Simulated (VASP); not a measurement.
# ZnS (Wurtzite-2H) (P6_3mc) in VASP: notebook

ZnS (Wurtzite-2H) is run at these levels: PBE; tasks: single point.

All numbers are computed with VASP 6.6.1; they aren't measurements. Logs are shortened: lines on timing, memory, paths and dates and some standing lists are left out, and cuts for length are marked.

**The experiment to reproduce.**

A printed reference work, monograph reports, for a bulk crystal of ZnS at 4 K: band gap 3.911 eV (direct).

How close the calculation comes is told below.

### 1 The cell of the first run

The structure is hexagonal, space group P6_3mc (No. 186). The conventional cell has a = 3.811 Å, b = 3.811 Å, c = 6.234 Å, α = 90.00°, β = 90.00°, γ = 120.00°. Within 3.1 Å of Zn (site symmetry 3m) lie 4 S at 2.31 to 2.40 Å. Within 3.1 Å of S (site symmetry 3m) lie 4 Zn at 2.31 to 2.40 Å.

### 2 Single point, PBE

The input, INCAR:

```
ALGO = Normal
EDIFF = 1E-6
ENCUT = 520
GGA = PE
ISIF = 2
ISMEAR = 0
LASPH = True
LCHARG = False
LREAL = False
LWAVE = False
NBANDS = 26
NELM = 100
PREC = Accurate
SIGMA = 0.01
```

The input, KPOINTS:

```
k-points
0
Gamma
  6 6 4
```

The input, POSCAR:

```
ZnS
1.0
    3.8110000000      0.0000000000      0.0000000000
   -1.9055000000      3.3004228100      0.0000000000
    0.0000000000      0.0000000000      6.2340000000
Zn S
2 2
Direct
    0.3333333343      0.6666666687      0.0000000000
    0.6666666672      0.3333333343      0.5000000000
    0.3333333343      0.6666666687      0.3850000000
    0.6666666672      0.3333333343      0.8850000000
```

Potentials or basis: VASP PAW PBE potentials, release 64 (Zn, S).

On the command line:

```sh
> cat potpaw_PBE.64/Zn/POTCAR potpaw_PBE.64/S/POTCAR > POTCAR
> mpirun -np 1 vasp_std > vasp.out
```

OUTCAR:

```text
EDIFF = 1E-6
   ENCUT = 520
   GGA = PE
   ISIF = 2
   ISMEAR = 0
   LASPH = True
   LREAL = False
   NELM = 100
   PREC = Accurate

 ion  position               nearest neighbor table
   1  0.333  0.667  0.000-   4 2.31   4 2.31   4 2.31   3 2.40
   2  0.667  0.333  0.500-   3 2.31   3 2.31   3 2.31   4 2.40
   3  0.333  0.667  0.385-   2 2.31   2 2.31   2 2.31   1 2.40
   4  0.667  0.333  0.885-   1 2.31   1 2.31   1 2.31   2 2.40

  LATTYP: Found a hexagonal cell.
 ALAT       =     3.8110000000
 C/A-ratio  =     1.6357911309

  Lattice vectors:

 A1 = (   3.8110000000,   0.0000000000,   0.0000000000)
 A2 = (  -1.9055000000,   3.3004228100,   0.0000000000)
 A3 = (   0.0000000000,   0.0000000000,   6.2340000000)

Analysis of symmetry for initial positions (statically):
=====================================================================
 Subroutine PRICEL returns:
 Original cell was already a primitive cell.

 Routine SETGRP: Setting up the symmetry group for a
 hexagonal supercell.

 Subroutine GETGRP returns: Found 12 space group operations
 (whereof  6 operations were pure point group operations)
 out of a pool of 24 trial point group operations.

The static configuration has the point symmetry C_3v.
 The point group associated with its full space group is C_6v.

Analysis of symmetry for dynamics (positions and initial velocities):
=====================================================================
 Subroutine PRICEL returns:
 Original cell was already a primitive cell.

 Routine SETGRP: Setting up the symmetry group for a
 hexagonal supercell.

 Subroutine GETGRP returns: Found 12 space group operations
 (whereof  6 operations were pure point group operations)
 out of a pool of 24 trial point group operations.

The dynamic configuration has the point symmetry C_3v.
 The point group associated with its full space group is C_6v.

 Subroutine INISYM returns: Found 12 space group operations
 (whereof  6 operations are pure point group operations),
 and found     1 'primitive' translations

----------------------------------------------------------------------------------------

                                     Primitive cell

  volume of cell :      78.4107

  direct lattice vectors                    reciprocal lattice vectors
     3.811000000  0.000000000  0.000000000     0.262398321  0.151495741  0.000000000
    -1.905500000  3.300422810  0.000000000     0.000000000  0.302991482  0.000000000
     0.000000000  0.000000000  6.234000000     0.000000000  0.000000000  0.160410651

  length of vectors
     3.811000000  3.810999997  6.234000000     0.302991482  0.302991482  0.160410651

  position of ions in fractional coordinates (direct lattice)
     0.333333334  0.666666669  0.000000000
     0.666666667  0.333333334  0.500000000
     0.333333334  0.666666669  0.385000000
     0.666666667  0.333333334  0.885000000

  ion indices of the primitive-cell ions
   primitive index   ion index
                 1           1
                 2           2
                 3           3
                 4           4

----------------------------------------------------------------------------------------

 KPOINTS: k-points

Automatic generation of k-mesh.
 Grid dimensions read from file:
 generate k-points for:    6    6    4

 Generating k-lattice:

  Cartesian coordinates                     Fractional coordinates (reciprocal lattice)
     0.043733053  0.025249290  0.000000000     0.166666667  0.000000000  0.000000000
     0.000000000  0.050498580  0.000000000     0.000000000  0.166666667  0.000000000
     0.000000000  0.000000000  0.040102663     0.000000000  0.000000000  0.250000000

  Length of vectors
     0.050498580  0.050498580  0.040102663

  Shift w.r.t. Gamma in fractional coordinates (k-lattice)
     0.000000000  0.000000000  0.000000000

 Subroutine IBZKPT returns following result:
 ===========================================

 Found     21 irreducible k-points:

 Following reciprocal coordinates:
            Coordinates               Weight
  0.000000  0.000000  0.000000      1.000000
  0.166667 -0.000000  0.000000      6.000000
  0.333333  0.000000  0.000000      6.000000
  0.500000  0.000000  0.000000      3.000000
  0.166667  0.166667  0.000000      6.000000
  0.333333  0.166667  0.000000     12.000000
[... 13 lines left out ...]
  0.333333  0.166667  0.500000     12.000000
  0.333333  0.333333  0.500000      2.000000
   k-points           NKPTS =     21   k-points in BZ     NKDIM =     21   number of bands    NBANDS=     26
   number of dos      NEDOS =    301   number of ions     NIONS =      4
   total plane-waves  NPLWV =  37632
   dimension x,y,z NGX =    28 NGY =   28 NGZ =   48
   dimension x,y,z NGXF=    56 NGYF=   56 NGZF=   96
   ions per type =               2   2
   NGX,Y,Z   is equivalent  to a cutoff of  12.21, 12.21, 12.80 a.u.
   NGXF,Y,Z  is equivalent  to a cutoff of  24.43, 24.43, 25.60 a.u.
 SYSTEM =  unknown system
   PREC   = accura    normal or accurate (medium, high low for compatibility)
   ISTART =      0    job   : 0-new  1-cont  2-samecut
   ICHARG =      2    charge: 1-file 2-atom 10-const
   ISPIN  =      1    spin polarized calculation?
   LNONCOLLINEAR =      F non collinear calculations
   LSORBIT =      F    spin-orbit coupling
   LASPH  =      T    aspherical Exc in radial PAW
   ENCUT  =  520.0 eV  38.22 Ry    6.18 a.u.   7.09  7.09 11.59*2*pi/ulx,y,z
   NELM   =    100;   NELMIN=  2; NELMDL= -5     # of ELM steps
   EDIFF  = 0.1E-05   stopping-criterion for ELM
   LREAL  =      F    real-space projection
   EDIFFG = 0.1E-04   stopping-criterion for IOM
   NSW    =      0    number of steps for IOM
   IBRION =     -1    ionic relax: 0-MD 1-quasi-New 2-CG
   NFREE  =      0    steps in history (QN), initial steepest desc. (CG)
   ISIF   =      2    stress and relaxation
   ISYM   =      2    0-nonsym 1-usesym 2-fastsym
   POTIM  = 0.5000    time-step for ionic-motion
   TEBEG  =    0.0;   TEEND  =   0.0 temperature during run
   PSTRESS=    0.0 pullay stress
   NELECT =      36.0000    total number of electrons
   NUPDOWN=      -1.0000    fix difference up-down
   EMIN   =  10.00;   EMAX   =-10.00  energy-range for DOS
   EFERMI =   0.00;   METHOD = LEGACY
   ISMEAR =     0;   SIGMA  =   0.01  broadening in eV -4-tet -1-fermi 0-gaus
   EFERMI_NEDOS =   21; number of points for ismear=-14 and -15
   IALGO  =     38    algorithm
   IMIX   =      4    mixing-type and parameters
     AMIX     =   0.40;   BMIX     =  1.00
     AMIX_MAG =   1.60;   BMIX_MAG =  1.00
  volume/ion in A,a.u.               =      19.60       132.29
  Fermi-wavevector in a.u.,A,eV,Ry     =   1.262943  2.386617 21.701647  1.595026
  Thomas-Fermi vector in A             =   2.396326
   LORBIT       =      0    0 simple, 1 ext, 2 COOP (PROOUT), +10 PAW based schemes
   GGA     = PE    functional components
   LHFCALC =     F    Hartree Fock is set to
   AEXX    =    0.0000 exact exchange contribution
   IVDW    =     0    specifies the selected vdW correction
   LEPSILON=     F    determine dielectric tensor
   LRPA    =     F    only Hartree local field effects (RPA)
 non-spin polarized calculation
 Gauss-broadening in eV      SIGMA  =   0.01
  energy-cutoff  :      520.00
  volume of cell :       78.41
 maximum number of plane-waves:      2133
   NGX = 15   NGY = 15   NGZ = 23

 number of electron      35.9999977 magnetization

 Free energy of the ion-electron system (eV)
  ---------------------------------------------------
  ext. energy  EPLUGINS =         0.00000000
  ---------------------------------------------------
  free energy    TOTEN  =       -13.65076024 eV

  energy without entropy =      -13.65076024  energy(sigma->0) =      -13.65076024

 E-fermi :   2.2639     XC(G=0):  -9.6507

 val. band max:        2.1636702271   @ k =   0.0000   0.0000   0.0000
 cond. band min:       4.4165325030   @ k =   0.0000   0.0000   0.0000
 fundamental gap:      2.2528622758
 Fermi energy:         2.2638605869

 k-point     1 :       0.0000    0.0000    0.0000
  band No.  band energies     occupation
      1     -11.0298      2.00000
      2     -10.1067      2.00000
      3      -4.2061      2.00000
      4      -4.2061      2.00000
      5      -4.1418      2.00000
      6      -4.1418      2.00000
[... 18 lines left out ...]
     25       9.7861      0.00000
     26      11.4734      0.00000

 k-point     2 :       0.1667   -0.0000    0.0000
  band No.  band energies     occupation
      1     -10.8446      2.00000
      2     -10.0028      2.00000
      3      -4.2179      2.00000
      4      -4.1636      2.00000
      5      -4.1292      2.00000
      6      -4.0866      2.00000
[... 18 lines left out ...]
     25      10.4522      0.00000
     26      10.6183      0.00000

 k-point     3 :       0.3333    0.0000    0.0000
  band No.  band energies     occupation
      1     -10.4002      2.00000
      2      -9.8148      2.00000
      3      -4.1973      2.00000
      4      -4.0919      2.00000
      5      -4.0769      2.00000
      6      -3.9655      2.00000
[... 18 lines left out ...]
     25      10.8430      0.00000
     26      11.8384      0.00000

 k-point     4 :       0.5000    0.0000    0.0000
  band No.  band energies     occupation
      1     -10.0937      2.00000
      2      -9.7720      2.00000
      3      -4.1704      2.00000
      4      -4.0662      2.00000
      5      -3.9537      2.00000
      6      -3.9032      2.00000
[... 18 lines left out ...]
     25      11.2485      0.00000
     26      13.5312      0.00000

 k-point     5 :       0.1667    0.1667    0.0000
  band No.  band energies     occupation
      1     -10.5261      2.00000
      2      -9.8562      2.00000
      3      -4.1776      2.00000
      4      -4.1328      2.00000
      5      -4.0569      2.00000
      6      -4.0531      2.00000
[... 18 lines left out ...]
     25      10.9067      0.00000
     26      11.0940      0.00000

 k-point     6 :       0.3333    0.1667    0.0000
  band No.  band energies     occupation
      1     -10.1079      2.00000
      2      -9.7651      2.00000
      3      -4.1382      2.00000
      4      -4.0590      2.00000
      5      -3.9237      2.00000
      6      -3.9216      2.00000
[... 340 lines left out ...]
 k-point    18 :       0.5000    0.0000    0.5000
  band No.  band energies     occupation
      1      -9.9232      2.00000
      2      -9.9232      2.00000
      3      -4.1697      2.00000
      4      -4.1697      2.00000
      5      -3.9852      2.00000
      6      -3.9852      2.00000
[... 18 lines left out ...]
     25      11.4440      0.00000
     26      11.4440      0.00000

 k-point    19 :       0.1667    0.1667    0.5000
  band No.  band energies     occupation
      1     -10.2041      2.00000
      2     -10.2041      2.00000
      3      -4.1691      2.00000
      4      -4.1691      2.00000
      5      -4.0728      2.00000
      6      -4.0728      2.00000
[... 18 lines left out ...]
     25      10.6474      0.00000
     26      10.6474      0.00000

 k-point    20 :       0.3333    0.1667    0.5000
  band No.  band energies     occupation
      1      -9.9280      2.00000
      2      -9.9280      2.00000
      3      -4.1104      2.00000
      4      -4.1104      2.00000
      5      -3.9887      2.00000
      6      -3.9887      2.00000
[... 18 lines left out ...]
     25      11.2727      0.00000
     26      11.2727      0.00000

 k-point    21 :       0.3333    0.3333    0.5000
  band No.  band energies     occupation
      1      -9.8333      2.00000
      2      -9.8333      2.00000
      3      -4.0171      2.00000
      4      -4.0171      2.00000
      5      -4.0089      2.00000
      6      -4.0089      2.00000
[... 18 lines left out ...]
     25      11.9395      0.00000
     26      11.9395      0.00000

------------------------ aborting loop because EDIFF is reached ----------------------------------------

  FORCE on cell =-STRESS in cart. coord.  units (eV):
  Direction    XX          YY          ZZ          XY          YZ          ZX
  --------------------------------------------------------------------------------------
  -------------------------------------------------------------------------------------
  Total        1.5674542      1.5674542      0.5412192      0.0000000      0.0000000      0.0000000
  in kB       32.0280225     32.0280224     11.0588113      0.0000000      0.0000000      0.0000000
  external PRESSURE =      25.0382854 kB  Pullay stress =       0.0000000 kB

 VOLUME and BASIS-vectors are now :
 -----------------------------------------------------------------------------
  energy-cutoff  :      520.00
  volume of cell :       78.41
      direct lattice vectors                 reciprocal lattice vectors
     3.811000000  0.000000000  0.000000000     0.262398321  0.151495741  0.000000000
    -1.905500000  3.300422810  0.000000000     0.000000000  0.302991482  0.000000000
     0.000000000  0.000000000  6.234000000     0.000000000  0.000000000  0.160410651

 POSITION                                       TOTAL-FORCE (eV/Angst)
 -----------------------------------------------------------------------------------
     -0.00000      2.20028      0.00000         0.000000     -0.000000      0.323934
      1.90550      1.10014      3.11700        -0.000000     -0.000000      0.323934
     -0.00000      2.20028      2.40009         0.000000     -0.000000     -0.323934
      1.90550      1.10014      5.51709        -0.000000      0.000000     -0.323934
 -----------------------------------------------------------------------------------
    total drift:                               -0.000000     -0.000004      0.000466

  FREE ENERGIE OF THE ION-ELECTRON SYSTEM (eV)
  ---------------------------------------------------
  free  energy   TOTEN  =       -13.6507602356 eV

  energy  without entropy=      -13.6507602356  energy(sigma->0) =      -13.65076024
```

Wall time 26 s (1 thread of Intel Xeon Platinum 8488C (Sapphire Rapids), shared host); peak memory 0.19 GiB.

Results:

```yaml
Free_energy: -13.6508 eV
Pressure: 2.5 GPa
Largest_force: 0.324 eV/Å
Band_gap_on_the_k_mesh: 2.25 eV, direct
```

Forces on the atoms (eV/Å):
```
Zn   0.000  0.000  0.324
Zn   0.000  0.000  0.324
S    0.000  0.000 -0.324
S    0.000  0.000 -0.324
```

### 3 Single point, PBE

The input, INCAR:

```
SYSTEM = ZnS
PREC = Accurate
ENCUT = 520
EDIFF = 1E-6
ISMEAR = 0
SIGMA = 0.01
LREAL = .FALSE.
LASPH = .TRUE.
NELM = 80
ALGO = Normal
ISIF = 2
LWAVE = .FALSE.
LCHARG = .FALSE.
GGA = PE
NBANDS = 26
```

The input, KPOINTS:

```
Automatic mesh
0
G
  6 6 4
  0 0 0
```

POSCAR is that of step 2.

Potentials or basis: VASP PAW PBE potentials, release 64 (Zn, S).

On the command line:

```sh
> cat potpaw_PBE.64/Zn/POTCAR potpaw_PBE.64/S/POTCAR > POTCAR
> mpirun -np 1 vasp_std > vasp.out
```

Wall time 29 s (1 thread of Intel Xeon Platinum 8488C (Sapphire Rapids), shared host); peak memory 0.19 GiB.

Results (log left out):

* Free energy: -13.6508 eV
* Pressure: 2.5 GPa
* Largest force: 0.324 eV/Å
* Band gap on the k mesh: 2.25 eV, direct

Forces in eV/Å, atoms in the order of the input:
```
Zn   0.000  0.000  0.324
Zn   0.000  0.000  0.324
S    0.000  0.000 -0.324
S    0.000  0.000 -0.324
```

Stress tensor (GPa, compression positive):
```
3.20 0.00 0.00
0.00 3.20 0.00
0.00 0.00 1.11
```

Levels at points of the mesh, in eV from the valence-band top:
```csv
k point,band 15,band 16,band 17,band 18,band 19,band 20,band 21,band 22
"(0.00, 0.00, 0.00)",-0.86,-0.01,-0.01,0.00,2.25,3.00,6.30,6.30
"(0.50, 0.00, 0.00)",-3.16,-2.25,-1.56,-0.98,3.62,4.27,5.18,7.14
"(0.00, 0.00, 0.50)",-0.45,-0.45,-0.45,-0.45,3.51,3.51,6.73,6.73
"(0.50, 0.00, 0.50)",-1.66,-1.66,-1.53,-1.53,3.62,3.62,5.15,5.15
```

### 4 Comparison with measurements

Step 2. A measured gap of ZnS is 3.911 eV (direct; 4 K; a printed reference work, monograph); the calculated 2.25 eV misses it by -1.66 eV. The value is that of PBE, without temperature or zero-point motion. Semilocal functionals fall short of measured gaps as a rule.

Step 3. Against the measured gap of ZnS, 3.911 eV (direct; 4 K; a printed reference work, monograph), the calculated 2.25 eV is off by -1.66 eV. The value is that of PBE, without temperature or zero-point motion. Semilocal functionals fall short of measured gaps as a rule.
